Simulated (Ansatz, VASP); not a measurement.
**TaSi5 in VASP and in Ansatz**

```xyz
6
Lattice="2.9840 0.0000 0.0000 -1.4920 2.5842 0.0000 0.0000 0.0000 15.0790" Properties=species:S:1:pos:R:3 pbc="T T T"
Ta    0.0000    0.0000    0.0000
Si    1.4920    0.8614   12.5903
Si    0.0000    0.0000   10.0626
Si    1.4920    0.8614    7.5395
Si    0.0000    0.0000    5.0165
Si    1.4920    0.8614    2.4888
```

Change from the starting cell: species swapped into the Mg5Cd type (P-6m2, No. 187).

Alike in both runs: task single point; functional PBE; k mesh 6 × 6 × 1; occupations gaussian, width 0.1 eV; no spin polarisation.

|  | VASP | Ansatz |
| --- | --- | --- |
| version | VASP 6.6.1 | Ansatz 0.2.0 |
| potentials or method | VASP PAW PBE potentials, release 64 (Ta_pv, Si) | scalar-relativistic, plane waves, PAW |
| plane-wave cutoff (eV) | 520 | 420 |
| valence electrons in the cell | 31 | 33 |

```csv
,VASP,Ansatz,Ansatz less VASP
gap on the k mesh at the Fermi level (eV),none,none,-
pressure (GPa),-15.8,-15.8,0.00
largest component of the traceless stress (GPa),0.27,0.26,-0.007
rms of the force components (eV/Å),0.377,0.378,+0.0003
```

Atom by atom the forces differ by 0.001 eV/Å (rms over components). A gap of «none» marks a metal or a gap that the smearing closes. With one functional, cell and mesh, what is left measures potentials, basis and numerics. The two sets of potentials don't hold the same shells in valence.

Caveats: the k mesh is coarse (spacing up to 0.42 Å⁻¹), so the values aren't converged; so large a pressure means that the cell lies far from this level's equilibrium, or that cutoff or potentials fall short (VASP); forces of over 1 eV/Å show positions far from the minimum, so gaps and moduli don't describe the material at rest. The runs have no spin-orbit coupling, so splittings on Ta are missing.
